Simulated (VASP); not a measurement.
# BAs in VASP: relaxation of cell and atoms with r2SCAN

Aim: the relaxation of cell and atoms of BAs with r2SCAN.

Program: VASP 6.6.1. These are calculated values, not measurements. Logs are shortened: lines on timing, memory, paths and dates and some standing lists are left out, and cuts for length are marked.

### 1 The structure

The cell holds a sheet with vacuum, 2 atoms: a = 3.380 Å, b = 3.380 Å, c = 16.000 Å, α = 90.00°, β = 90.00°, γ = 120.00°.

The cell was built by a generator and needn't be a form met in nature.

### 2 Relaxation of cell and atoms, r2SCAN

The input, INCAR:

```
SYSTEM = BAs
PREC = Accurate
ENCUT = 600
EDIFF = 1E-6
ISMEAR = 0
SIGMA = 0.03
LREAL = .False.
LASPH = .True.
NELM = 120
ALGO = Normal
ISIF = 3
LWAVE = .False.
LCHARG = .False.
METAGGA = R2SCAN
LMIXTAU = .True.
IBRION = 2
NSW = 40
EDIFFG = -0.005
LATTICE_CONSTRAINTS = .TRUE. .TRUE. .FALSE.
KPAR = 2
```

The input, KPOINTS:

```
Automatic mesh
0
Gamma
  12 12 1
  0 0 0
```

The input, POSCAR:

```
BAs
1.0
    3.3800000000      0.0000000000      0.0000000000
   -1.6900000000      2.9271658600      0.0000000000
    0.0000000000      0.0000000000     16.0000000000
B As
1 1
Direct
    0.3333330000      0.6666670000      0.5000000000
    0.6666670000      0.3333330000      0.5000000000
```

Potentials or basis: VASP PAW PBE potentials, release 64 (B, As).

Command:

```sh
cat potpaw_PBE.64/B/POTCAR potpaw_PBE.64/As/POTCAR > POTCAR
mpirun -np 2 vasp_std > vasp.out
```

OUTCAR:

```text
SYSTEM = BAs
   PREC = Accurate
   ENCUT = 600
   EDIFF = 1E-6
   ISMEAR = 0
   LREAL = .False.
   LASPH = .True.
   NELM = 120
   ISIF = 3
   METAGGA = R2SCAN
   IBRION = 2
   NSW = 40
   EDIFFG = -0.005

 ion  position               nearest neighbor table
   1  0.333  0.667  0.500-   2 1.95   2 1.95   2 1.95
   2  0.667  0.333  0.500-   1 1.95   1 1.95   1 1.95

  LATTYP: Found a hexagonal cell.
 ALAT       =     3.3800000000
 C/A-ratio  =     4.7337278107

  Lattice vectors:

 A1 = (   3.3800000000,   0.0000000000,   0.0000000000)
 A2 = (  -1.6900000000,   2.9271658600,   0.0000000000)
 A3 = (   0.0000000000,   0.0000000000,  16.0000000000)

Analysis of symmetry for initial positions (statically):
=====================================================================
 Subroutine PRICEL returns:
 Original cell was already a primitive cell.

 Routine SETGRP: Setting up the symmetry group for a
 hexagonal supercell.

 Subroutine GETGRP returns: Found 12 space group operations
 (whereof 12 operations were pure point group operations)
 out of a pool of 24 trial point group operations.

The static configuration has the point symmetry D_3h.

Analysis of symmetry for dynamics (positions and initial velocities):
=====================================================================
 Subroutine PRICEL returns:
 Original cell was already a primitive cell.

 Routine SETGRP: Setting up the symmetry group for a
 hexagonal supercell.

 Subroutine GETGRP returns: Found 12 space group operations
 (whereof 12 operations were pure point group operations)
 out of a pool of 24 trial point group operations.

The dynamic configuration has the point symmetry D_3h.

 Subroutine INISYM returns: Found 12 space group operations
 (whereof 12 operations are pure point group operations),
 and found     1 'primitive' translations

----------------------------------------------------------------------------------------

                                     Primitive cell

  volume of cell :     158.3011

  direct lattice vectors                    reciprocal lattice vectors
     3.380000000  0.000000000  0.000000000     0.295857988  0.170813689  0.000000000
    -1.690000000  2.927165860  0.000000000     0.000000000  0.341627379  0.000000000
     0.000000000  0.000000000 16.000000000     0.000000000  0.000000000  0.062500000

  length of vectors
     3.380000000  3.379999996 16.000000000     0.341627378  0.341627379  0.062500000

  position of ions in fractional coordinates (direct lattice)
     0.333333000  0.666667000  0.500000000
     0.666667000  0.333333000  0.500000000

  ion indices of the primitive-cell ions
   primitive index   ion index
                 1           1
                 2           2

----------------------------------------------------------------------------------------

 KPOINTS: Automatic mesh

Automatic generation of k-mesh.
 Grid dimensions read from file:
 generate k-points for:   12   12    1

 Generating k-lattice:

  Cartesian coordinates                     Fractional coordinates (reciprocal lattice)
     0.024654832  0.014234474  0.000000000     0.083333333  0.000000000  0.000000000
     0.000000000  0.028468948  0.000000000     0.000000000  0.083333333  0.000000000
     0.000000000  0.000000000  0.062500000     0.000000000  0.000000000  1.000000000

  Length of vectors
     0.028468948  0.028468948  0.062500000

  Shift w.r.t. Gamma in fractional coordinates (k-lattice)
     0.000000000  0.000000000  0.000000000

 Subroutine IBZKPT returns following result:
 ===========================================

 Found     19 irreducible k-points:

 Following reciprocal coordinates:
            Coordinates               Weight
  0.000000  0.000000  0.000000      1.000000
  0.083333  0.000000  0.000000      6.000000
  0.166667  0.000000  0.000000      6.000000
  0.250000  0.000000  0.000000      6.000000
  0.333333  0.000000  0.000000      6.000000
  0.416667 -0.000000  0.000000      6.000000
[... 11 lines left out ...]
  0.333333  0.250000  0.000000     12.000000
  0.333333  0.333333  0.000000      2.000000
   k-points           NKPTS =     19   k-points in BZ     NKDIM =     19   number of bands    NBANDS=      8
   number of dos      NEDOS =    301   number of ions     NIONS =      2
   total plane-waves  NPLWV = 100352
   dimension x,y,z NGX =    28 NGY =   28 NGZ =  128
   dimension x,y,z NGXF=    56 NGYF=   56 NGZF=  256
   ions per type =               1   1
   NGX,Y,Z   is equivalent  to a cutoff of  13.77, 13.77, 13.30 a.u.
   NGXF,Y,Z  is equivalent  to a cutoff of  27.54, 27.54, 26.60 a.u.
 SYSTEM =  BAs
   PREC   = accura    normal or accurate (medium, high low for compatibility)
   ISTART =      0    job   : 0-new  1-cont  2-samecut
   ICHARG =      2    charge: 1-file 2-atom 10-const
   ISPIN  =      1    spin polarized calculation?
   LNONCOLLINEAR =      F non collinear calculations
   LSORBIT =      F    spin-orbit coupling
   LASPH  =      T    aspherical Exc in radial PAW
   ENCUT  =  600.0 eV  44.10 Ry    6.64 a.u.   6.75  6.75 31.96*2*pi/ulx,y,z
   NELM   =    120;   NELMIN=  2; NELMDL= -5     # of ELM steps
   EDIFF  = 0.1E-05   stopping-criterion for ELM
   LREAL  =      F    real-space projection
   EDIFFG = -.5E-02   stopping-criterion for IOM
   NSW    =     40    number of steps for IOM
   IBRION =      2    ionic relax: 0-MD 1-quasi-New 2-CG
   NFREE  =      1    steps in history (QN), initial steepest desc. (CG)
   ISIF   =      3    stress and relaxation
   ISYM   =      2    0-nonsym 1-usesym 2-fastsym
   POTIM  = 0.5000    time-step for ionic-motion
   TEBEG  =    0.0;   TEEND  =   0.0 temperature during run
   PSTRESS=    0.0 pullay stress
   NELECT =       8.0000    total number of electrons
   NUPDOWN=      -1.0000    fix difference up-down
   EMIN   =  10.00;   EMAX   =-10.00  energy-range for DOS
   EFERMI =   0.00;   METHOD = LEGACY
   ISMEAR =     0;   SIGMA  =   0.03  broadening in eV -4-tet -1-fermi 0-gaus
   EFERMI_NEDOS =   21; number of points for ismear=-14 and -15
   IALGO  =     38    algorithm
   IMIX   =      4    mixing-type and parameters
     AMIX     =   0.40;   BMIX     =  1.00
     AMIX_MAG =   1.60;   BMIX_MAG =  1.00
  volume/ion in A,a.u.               =      79.15       534.13
  Fermi-wavevector in a.u.,A,eV,Ry     =   0.605262  1.143780  4.984389  0.366342
  Thomas-Fermi vector in A             =   1.658921
   LORBIT       =      0    0 simple, 1 ext, 2 COOP (PROOUT), +10 PAW based schemes
   METAGGA = R2SCAN    functional components
   LHFCALC =     F    Hartree Fock is set to
   AEXX    =    0.0000 exact exchange contribution
   IVDW    =     0    specifies the selected vdW correction
   LEPSILON=     F    determine dielectric tensor
   LRPA    =     F    only Hartree local field effects (RPA)
 conjugate gradient relaxation of ions
 non-spin polarized calculation
 Gauss-broadening in eV      SIGMA  =   0.03
  energy-cutoff  :      600.00
  volume of cell :      158.30
 maximum number of plane-waves:      5302
 NGX is ok and might be reduce to    28
   NGX = 13   NGY = 13   NGZ = 63

--------------------------------------- Ionic step        1  -------------------------------------------

 number of electron       8.0000000 magnetization

 Free energy of the ion-electron system (eV)
  ---------------------------------------------------
  ext. energy  EPLUGINS =         0.00000000
  ---------------------------------------------------
  free energy    TOTEN  =       -21.41574237 eV

  energy without entropy =      -21.41574237  energy(sigma->0) =      -21.41574237

------------------------ aborting loop because EDIFF is reached ----------------------------------------

  FORCE on cell =-STRESS in cart. coord.  units (eV):
  Direction    XX          YY          ZZ          XY          YZ          ZX
  --------------------------------------------------------------------------------------
  -------------------------------------------------------------------------------------
  Total       -0.3464260     -0.3464260     -0.0049773      0.0000000     -0.0000000      0.0000000
  in kB       -3.5062026     -3.5062026     -0.0503760      0.0000000     -0.0000000      0.0000000
  external PRESSURE =      -2.3542604 kB  Pullay stress =       0.0000000 kB

 VOLUME and BASIS-vectors are now :
 -----------------------------------------------------------------------------
  energy-cutoff  :      600.00
  volume of cell :      158.30
      direct lattice vectors                 reciprocal lattice vectors
     3.380000000  0.000000000  0.000000000     0.295857988  0.170813689  0.000000000
    -1.690000000  2.927165860  0.000000000     0.000000000  0.341627379  0.000000000
     0.000000000  0.000000000 16.000000000     0.000000000  0.000000000  0.062500000
[... 37 lines left out ...]
 POSITION                                       TOTAL-FORCE (eV/Angst)
 -----------------------------------------------------------------------------------
     -0.00000      1.93514      8.00000         0.000000      0.000000      0.000000
      1.67588      0.96757      8.00000        -0.000000     -0.000000      0.000000
 -----------------------------------------------------------------------------------
    total drift:                               -0.000126      0.000073      0.000000

  FREE ENERGIE OF THE ION-ELECTRON SYSTEM (eV)
  ---------------------------------------------------
  free  energy   TOTEN  =       -21.4141988255 eV

  energy  without entropy=      -21.4141988255  energy(sigma->0) =      -21.41419883

--------------------------------------- Ionic step        3  -------------------------------------------

 number of electron       8.0000000 magnetization

 Free energy of the ion-electron system (eV)
  ---------------------------------------------------
  ext. energy  EPLUGINS =         0.00000000
  ---------------------------------------------------
  free energy    TOTEN  =       -21.41692085 eV

  energy without entropy =      -21.41692085  energy(sigma->0) =      -21.41692085

 E-fermi :  -3.0773     XC(G=0):  -2.6487

 val. band max:       -3.2399653199   @ k =   0.3333   0.3333   0.0000
 cond. band min:      -2.2574556785   @ k =   0.3333   0.3333   0.0000
 fundamental gap:      0.9825096413
 Fermi energy:        -3.0773393918

 k-point     1 :       0.0000    0.0000    0.0000
  band No.  band energies     occupation
      1     -17.7785      2.00000
      2      -7.3895      2.00000
      3      -4.8016      2.00000
      4      -4.8016      2.00000
      5       0.8258      0.00000
      6       1.2330      0.00000
      7       1.9339      0.00000
      8       2.0281      0.00000

 k-point     2 :       0.0833    0.0000    0.0000
  band No.  band energies     occupation
      1     -17.6751      2.00000
      2      -7.2729      2.00000
      3      -5.4648      2.00000
      4      -5.0272      2.00000
      5       0.9540      0.00000
      6       1.2880      0.00000
      7       2.1476      0.00000
      8       2.2889      0.00000
[... 207 lines left out ...]
 POSITION                                       TOTAL-FORCE (eV/Angst)
 -----------------------------------------------------------------------------------
     -0.00000      1.94493      8.00000        -0.000000      0.000000      0.000000
      1.68436      0.97246      8.00000         0.000000      0.000000      0.000000
 -----------------------------------------------------------------------------------
    total drift:                               -0.000128      0.000074      0.000000

  FREE ENERGIE OF THE ION-ELECTRON SYSTEM (eV)
  ---------------------------------------------------
  free  energy   TOTEN  =       -21.4169208534 eV

  energy  without entropy=      -21.4169208534  energy(sigma->0) =      -21.41692085

 reached required accuracy - stopping structural energy minimisation
```

It took 6.2 min on 2 MPI ranks of AMD EPYC 7R13 (Zen 3), shared host; peak memory 0.34 GiB.

Results:

```yaml
Free_energy: -21.4169 eV
Relaxed_volume: 78.62 Å³/atom
Relaxed_cell: a = 3.369 Å, b = 3.369 Å, c = 16.000 Å, α = 90.00°, β = 90.00°, γ = 120.00°
Space_group_after_relaxing_to_0.05_Å: P-6m2 (No. 187)
Energy_gained_by_relaxing: 0.6 meV/atom
Ionic_steps: 3
Band_gap_on_the_k_mesh: 0.98 eV, direct
```

The path:
```
step  energy change (eV)  largest force (eV/Å)  pressure (GPa)  volume (Å³)
   1              0.0000                0.0000           -0.24       158.30
   2              0.0015                0.0000            0.37       155.67
   3             -0.0012                0.0000            0.00       157.25
```

Final structure:
```
CELL_PARAMETERS angstrom
3.36871 0.00000 0.00000
-1.68436 2.91739 0.00000
0.00000 0.00000 16.00000
ATOMIC_POSITIONS crystal
B 0.33333 0.66667 0.50000
As 0.66667 0.33333 0.50000
```

Caveat: the PAW data sets were made with another functional, which shifts forces and pressure a little. r2SCAN opens gaps a little over a GGA but as a rule still falls short of measured ones.
